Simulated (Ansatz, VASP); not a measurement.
## Two plane-wave programs on HfB2

Contents of INCAR:

```
PREC = Accurate
ENCUT = 520
EDIFF = 1E-6
ISMEAR = -1
SIGMA = 0.05
LREAL = False
LASPH = True
NELM = 80
ALGO = Normal
ISIF = 2
LWAVE = False
LCHARG = False
GGA = CA
NBANDS = 15
```

Contents of KPOINTS:

```
regular mesh
0
Gamma
  10 10 8
```

The input POSCAR:

```
HfB2
1.0
    3.1400000000      0.0000000000      0.0000000000
   -1.5700000000      2.7193197679      0.0000000000
    0.0000000000      0.0000000000      3.4800000000
Hf B
1 2
Direct
    0.0000000000      0.0000000000      0.0000000000
    0.6666666667      0.3333333333      0.5000000000
    0.3333333333      0.6666666667      0.5000000000
```

The input input.yaml:

```yaml
crystal:
  lattice:
    - [3.14, 0.0, 0.0]
    - [-1.57, 2.7193197679, 0.0]
    - [0.0, 0.0, 3.48]
  atoms:
    - { symbol: Hf, position: [0.0, 0.0, 0.0] }
    - { symbol: B, position: [0.6666666667, 0.3333333333, 0.5] }
    - { symbol: B, position: [0.3333333333, 0.6666666667, 0.5] }
hamiltonian:
  xc: lda
  pseudopotentials: { kind: paw }
kpoints:
  mp_grid: { grid: [10, 10, 8] }
  band_path:
    path:
      - [[0.0, 0.0, 0.0], [0.5, 0.0, 0.0], [0.3333333333, 0.3333333333, 0.0], [0.0, 0.0, 0.0], [0.0, 0.0, 0.5], [0.5, 0.0, 0.5], [0.3333333333, 0.3333333333, 0.5], [0.0, 0.0, 0.5]]
      - [[0.5, 0.0, 0.5], [0.5, 0.0, 0.0]]
      - [[0.3333333333, 0.3333333333, 0.0], [0.3333333333, 0.3333333333, 0.5]]
    npoints: 14
scf:
  occupations: { method: fermi_dirac, width: 0.05 }
  n_extra_bands: 7
output:
  forces: true
  stress: true
  eigenvalues: true
  fatbands: true
```

Alike in both runs: functional LDA; k mesh 10 × 10 × 8; occupations fermi-dirac, width 0.05 eV; no spin polarisation.

```csv
,VASP,Ansatz
version,VASP 6.6.1,Ansatz 0.2.0
potentials or method,"VASP PAW LDA potentials, release 64 (Hf_pv, B)",Ansatz PAW
plane-wave cutoff (eV),520,420
valence electrons in the cell,16,32
task,single point,band structure
```

Ansatz gave:

```
gap on the k mesh at the Fermi level (eV)       : none
pressure (GPa)                                  : -10.1
largest component of the traceless stress (GPa) : 0.02
```

What did VASP give for the same quantities?

gap on the k mesh at the Fermi level (eV): none; pressure (GPa): -9.7; largest component of the traceless stress (GPa): 0.21.

A gap of «none» marks a metal or a gap that the smearing closes. The two sets of potentials don't hold the same shells in valence.

Caveats: spin-orbit coupling is left out, which moves the levels of the heavy elements (Ansatz); the PAW data sets come from PBE, with cores solved anew for the run's functional, which leaves a small shift of forces and pressure (Ansatz). The runs have no spin-orbit coupling, so splittings on Hf are missing.
